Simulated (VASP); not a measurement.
# Si (Fd-3m) in VASP: further runs, part 2 of 3

VASP 6.6.1. The steps go on from the part before.

### 3 Single point, PBE

This run uses another cell than the first one: it holds 2 atoms, not 16.

File INCAR:

```
SYSTEM = Si
PREC = Accurate ; ENCUT = 520
EDIFF = 1E-7 ; ISMEAR = 0
SIGMA = 0.02 ; LREAL = .False.
LASPH = .True. ; NELM = 60
ALGO = Normal ; ISIF = 2
LWAVE = .False. ; LCHARG = .False.
GGA = PE ; NBANDS = 11
```

File KPOINTS:

```
Automatic mesh
0
Gamma
  8 8 8
  0 0 0
```

File POSCAR:

```
Si
1.0
    0.0000000000      2.7350468295      2.7350468295
    2.7350468295      0.0000000000      2.7350468295
    2.7350468295      2.7350468295      0.0000000000
Si
2
Direct
    0.2500000000      0.2500000000      0.2500000000
    0.0000000000      0.0000000000      0.0000000000
```

Potentials or basis: VASP PAW PBE potentials, release 64 (Si).

Run with:

```bash
cat potpaw_PBE.64/Si/POTCAR > POTCAR
mpirun -np 1 vasp_std > vasp.out
```

Wall time 6.1 s (1 thread of Intel Xeon 6975P-C (Granite Rapids), shared host); peak memory 0.15 GiB.

It converged, with:

```yaml
Free_energy: -10.8461 eV
Pressure: -0.1 GPa
Band_gap_on_the_k_mesh: 0.65 eV, indirect (least direct gap 2.56 eV)
```

Levels at points of the mesh, in eV from the valence-band top:
| k point | band 1 | band 2 | band 3 | band 4 | band 5 | band 6 | band 7 | band 8 | band 9 |
| --- | --- | --- | --- | --- | --- | --- | --- | --- | --- |
| (0.00, 0.00, 0.00) | -11.81 | 0.00 | 0.00 | 0.00 | 2.56 | 2.56 | 2.56 | 3.13 | 7.71 |
| (0.50, 0.00, 0.00) | -9.53 | -6.87 | -1.18 | -1.18 | 1.46 | 3.35 | 3.35 | 7.70 | 10.49 |
| (0.50, 0.50, 0.00) | -7.74 | -7.74 | -2.79 | -2.79 | 0.75 | 0.75 | 9.93 | 9.93 | 10.90 |

A k mesh can miss the band edges.

### 4 Relaxation of cell and atoms, PBE

This run uses another cell than the first one, of 20.16 Å³/atom, 0.986 times its volume.

File INCAR:

```
ALGO = Fast
EDIFF = 1E-6
EDIFFG = -0.005
ENCUT = 600
GGA = PE
IBRION = 2
ISIF = 3
ISMEAR = 0
LASPH = T
LCHARG = F
LREAL = F
LWAVE = F
NELM = 100
NSW = 100
PREC = Accurate
SIGMA = 0.02
```

File KPOINTS:

```
k-points
0
Gamma
  8 8 8
```

File POSCAR:

```
Si
1.0
    0.0000000000      2.7218511865      2.7218511865
    2.7218511865      0.0000000000      2.7218511865
    2.7218511865      2.7218511865      0.0000000000
Si
2
Direct
    0.2500000000      0.2500000000      0.2500000000
    0.0000000000      0.0000000000      0.0000000000
```

Potentials or basis: VASP PAW PBE potentials, release 64 (Si).

Run with:

```bash
cat potpaw_PBE.64/Si/POTCAR > POTCAR
mpirun -np 1 vasp_std > vasp.out
```

OUTCAR:

```text
EDIFF = 1E-6
   EDIFFG = -0.005
   ENCUT = 600
   GGA = PE
   IBRION = 2
   ISIF = 3
   ISMEAR = 0
   LASPH = T
   LREAL = F
   NELM = 100
   NSW = 100
   PREC = Accurate

 ion  position               nearest neighbor table
   1  0.250  0.250  0.250-   2 2.36   2 2.36   2 2.36   2 2.36
   2  0.000  0.000  0.000-   1 2.36   1 2.36   1 2.36   1 2.36

  LATTYP: Found a face centered cubic cell.
 ALAT       =     5.4437023730

  Lattice vectors:

 A1 = (   0.0000000000,   2.7218511865,   2.7218511865)
 A2 = (   2.7218511865,   0.0000000000,   2.7218511865)
 A3 = (   2.7218511865,   2.7218511865,   0.0000000000)

Analysis of symmetry for initial positions (statically):
=====================================================================
 Subroutine PRICEL returns:
 Original cell was already a primitive cell.

 Routine SETGRP: Setting up the symmetry group for a
 face centered cubic supercell.

 Subroutine GETGRP returns: Found 48 space group operations
 (whereof 24 operations were pure point group operations)
 out of a pool of 48 trial point group operations.

The static configuration has the point symmetry T_d .
 The point group associated with its full space group is O_h .

Analysis of symmetry for dynamics (positions and initial velocities):
=====================================================================
 Subroutine PRICEL returns:
 Original cell was already a primitive cell.

 Routine SETGRP: Setting up the symmetry group for a
 face centered cubic supercell.

 Subroutine GETGRP returns: Found 48 space group operations
 (whereof 24 operations were pure point group operations)
 out of a pool of 48 trial point group operations.

The dynamic configuration has the point symmetry T_d .
 The point group associated with its full space group is O_h .

 Subroutine INISYM returns: Found 48 space group operations
 (whereof 24 operations are pure point group operations),
 and found     1 'primitive' translations

----------------------------------------------------------------------------------------

                                     Primitive cell

  volume of cell :      40.3295

  direct lattice vectors                    reciprocal lattice vectors
     0.000000000  2.721851186  2.721851186    -0.183698507  0.183698507  0.183698507
     2.721851186  0.000000000  2.721851186     0.183698507 -0.183698507  0.183698507
     2.721851186  2.721851186  0.000000000     0.183698507  0.183698507 -0.183698507

  length of vectors
     3.849278863  3.849278863  3.849278863     0.318175148  0.318175148  0.318175148

  position of ions in fractional coordinates (direct lattice)
     0.250000000  0.250000000  0.250000000
     0.000000000  0.000000000  0.000000000

  ion indices of the primitive-cell ions
   primitive index   ion index
                 1           1
                 2           2

----------------------------------------------------------------------------------------

 KPOINTS: k-points

Automatic generation of k-mesh.
 Grid dimensions read from file:
 generate k-points for:    8    8    8

 Generating k-lattice:

[... 50 lines left out ...]
   NGXF,Y,Z  is equivalent  to a cutoff of  27.64, 27.64, 27.64 a.u.
 SYSTEM =  unknown system
   PREC   = accura    normal or accurate (medium, high low for compatibility)
   ISTART =      0    job   : 0-new  1-cont  2-samecut
   ICHARG =      2    charge: 1-file 2-atom 10-const
   ISPIN  =      1    spin polarized calculation?
   LNONCOLLINEAR =      F non collinear calculations
   LSORBIT =      F    spin-orbit coupling
   LASPH  =      T    aspherical Exc in radial PAW
   ENCUT  =  600.0 eV  44.10 Ry    6.64 a.u.   7.69  7.69  7.69*2*pi/ulx,y,z
   NELM   =    100;   NELMIN=  2; NELMDL= -5     # of ELM steps
   EDIFF  = 0.1E-05   stopping-criterion for ELM
   LREAL  =      F    real-space projection
   EDIFFG = -.5E-02   stopping-criterion for IOM
   NSW    =    100    number of steps for IOM
   IBRION =      2    ionic relax: 0-MD 1-quasi-New 2-CG
   NFREE  =      1    steps in history (QN), initial steepest desc. (CG)
   ISIF   =      3    stress and relaxation
   ISYM   =      2    0-nonsym 1-usesym 2-fastsym
   POTIM  = 0.5000    time-step for ionic-motion
   TEBEG  =    0.0;   TEEND  =   0.0 temperature during run
   PSTRESS=    0.0 pullay stress
   NELECT =       8.0000    total number of electrons
   NUPDOWN=      -1.0000    fix difference up-down
   EMIN   =  10.00;   EMAX   =-10.00  energy-range for DOS
   EFERMI =   0.00;   METHOD = LEGACY
   ISMEAR =     0;   SIGMA  =   0.02  broadening in eV -4-tet -1-fermi 0-gaus
   EFERMI_NEDOS =   21; number of points for ismear=-14 and -15
   IALGO  =     68    algorithm
   IMIX   =      4    mixing-type and parameters
     AMIX     =   0.40;   BMIX     =  1.00
     AMIX_MAG =   1.60;   BMIX_MAG =  1.00
  volume/ion in A,a.u.               =      20.16       136.08
  Fermi-wavevector in a.u.,A,eV,Ry     =   0.954766  1.804247 12.402783  0.911579
  Thomas-Fermi vector in A             =   2.083543
   LORBIT       =      0    0 simple, 1 ext, 2 COOP (PROOUT), +10 PAW based schemes
   GGA     = PE    functional components
   LHFCALC =     F    Hartree Fock is set to
   AEXX    =    0.0000 exact exchange contribution
   IVDW    =     0    specifies the selected vdW correction
   LEPSILON=     F    determine dielectric tensor
   LRPA    =     F    only Hartree local field effects (RPA)
 conjugate gradient relaxation of ions
 non-spin polarized calculation
 RMM-DIIS sequential band-by-band and
 Gauss-broadening in eV      SIGMA  =   0.02
  energy-cutoff  :      600.00
  volume of cell :       40.33
 maximum number of plane-waves:      1365
   NGX = 15   NGY = 15   NGZ = 15

--------------------------------------- Ionic step        1  -------------------------------------------

 number of electron       8.0000000 magnetization

 Free energy of the ion-electron system (eV)
  ---------------------------------------------------
  ext. energy  EPLUGINS =         0.00000000
  ---------------------------------------------------
  free energy    TOTEN  =       -10.84401591 eV

  energy without entropy =      -10.84401591  energy(sigma->0) =      -10.84401591

------------------------ aborting loop because EDIFF is reached ----------------------------------------

  FORCE on cell =-STRESS in cart. coord.  units (eV):
  Direction    XX          YY          ZZ          XY          YZ          ZX
  --------------------------------------------------------------------------------------
  -------------------------------------------------------------------------------------
  Total        0.3190210      0.3190210      0.3190210     -0.0000000      0.0000000     -0.0000000
  in kB       12.6737980     12.6737980     12.6737980     -0.0000000      0.0000000     -0.0000000
  external PRESSURE =      12.6737980 kB  Pullay stress =       0.0000000 kB
[... 59 lines left out ...]
--------------------------------------- Ionic step        3  -------------------------------------------

 number of electron       8.0000000 magnetization

 Free energy of the ion-electron system (eV)
  ---------------------------------------------------
  ext. energy  EPLUGINS =         0.00000000
  ---------------------------------------------------
  free energy    TOTEN  =       -10.84619423 eV

  energy without entropy =      -10.84619423  energy(sigma->0) =      -10.84619423

 E-fermi :   5.7250     XC(G=0):  -9.3264

 val. band max:        5.6174453887   @ k =   0.0000   0.0000   0.0000
 cond. band min:       6.2675163811   @ k =   0.3750   0.3750   0.0000
 fundamental gap:      0.6500709924
 Fermi energy:         5.7250169111

 k-point     1 :       0.0000    0.0000    0.0000
  band No.  band energies     occupation
      1      -6.1974      2.00000
      2       5.6174      2.00000
      3       5.6174      2.00000
      4       5.6174      2.00000
      5       8.1738      0.00000
      6       8.1738      0.00000
      7       8.1738      0.00000
      8       8.7515      0.00000
[... 243 lines left out ...]
 k-point    24 :      -0.3750    0.2500    0.1250
  band No.  band energies     occupation
      1      -3.3888      2.00000
      2      -1.0900      2.00000
      3       2.2298      2.00000
      4       3.5067      2.00000
      5       8.6412      0.00000
      6       8.7635      0.00000
      7      11.4644      0.00000
      8      12.6840      0.00000

 [... further k-points ...]

------------------------ aborting loop because EDIFF is reached ----------------------------------------

  FORCE on cell =-STRESS in cart. coord.  units (eV):
  Direction    XX          YY          ZZ          XY          YZ          ZX
  --------------------------------------------------------------------------------------
  -------------------------------------------------------------------------------------
  Total        0.0016258      0.0016258      0.0016258      0.0000000      0.0000000      0.0000000
  in kB        0.0637065      0.0637065      0.0637065      0.0000000      0.0000000      0.0000000
  external PRESSURE =       0.0637065 kB  Pullay stress =       0.0000000 kB
[... 17 lines left out ...]
  FREE ENERGIE OF THE ION-ELECTRON SYSTEM (eV)
  ---------------------------------------------------
  free  energy   TOTEN  =       -10.8461942344 eV

  energy  without entropy=      -10.8461942344  energy(sigma->0) =      -10.84619423

 reached required accuracy - stopping structural energy minimisation
```

OSZICAR:

```text
N       E                     dE             d eps       ncg     rms          rms(c)
DAV:   1     0.888940548994E+01    0.88894E+01   -0.35802E+03   464   0.876E+02
DAV:   2    -0.107071027334E+02   -0.19597E+02   -0.18663E+02   696   0.863E+01
DAV:   3    -0.110188610457E+02   -0.31176E+00   -0.31176E+00   568   0.131E+01
[... 23 lines left out ...]
RMM:   2    -0.108463479840E+02    0.31344E-03   -0.17512E-04   464   0.110E-01    0.766E-02
RMM:   3    -0.108461893994E+02    0.15858E-03   -0.22309E-04   464   0.978E-02    0.135E-02
RMM:   4    -0.108461920995E+02   -0.27000E-05   -0.19566E-05   464   0.403E-02    0.166E-02
RMM:   5    -0.108461937270E+02   -0.16275E-05   -0.28222E-06   388   0.160E-02    0.645E-03
RMM:   6    -0.108461942344E+02   -0.50739E-06   -0.61794E-07   291   0.740E-03
   3 F= -.10846194E+02 E0= -.10846194E+02  d E =-.217832E-02
```

CONTCAR:

```text
Si
   1.00000000000000
    -0.0000000000000000    2.7343634367286720    2.7343634367286720
     2.7343634367286720    0.0000000000000000    2.7343634367286720
     2.7343634367286720    2.7343634367286720    0.0000000000000000
  Si
     2
Direct
     0.2500000000000000    0.2500000000000000    0.2500000000000000
     0.0000000000000000    0.0000000000000000    0.0000000000000000

  0.00000000E+00  0.00000000E+00  0.00000000E+00
  0.00000000E+00  0.00000000E+00  0.00000000E+00
```

Wall time 9.1 s (1 thread of Intel Xeon 6975P-C (Granite Rapids), shared host); peak memory 0.17 GiB.

What came out:

* Free energy: -10.8462 eV
* Relaxed volume: 20.44 Å³/atom
* Relaxed cell: a = 3.867 Å, b = 3.867 Å, c = 3.867 Å, α = 60.00°, β = 60.00°, γ = 60.00°
* Space group after relaxing (to 0.05 Å): Fd-3m (No. 227)
* Energy gained by relaxing: 1.1 meV/atom
* Ionic steps: 3
* Pressure after relaxing: 0.0 GPa
* Band gap on the k mesh: 0.65 eV, indirect (least direct gap 2.56 eV)

Step by step:
```csv
step,energy change (eV),largest force (eV/Å),pressure (GPa),volume (Å³)
1,0.0000,0.0000,1.27,40.33
2,-0.0012,0.0000,-0.80,41.27
3,-0.0022,0.0000,0.01,40.89
```

Final structure:
```
CELL_PARAMETERS angstrom
0.00000 2.73436 2.73436
2.73436 0.00000 2.73436
2.73436 2.73436 0.00000
ATOMIC_POSITIONS crystal
Si 0.25000 0.25000 0.25000
Si 0.00000 0.00000 0.00000
```

A k mesh can miss the band edges. A hybrid or GW would open this gap; PBE tends to underestimate it.

(Part 2 of 3 ends here.)
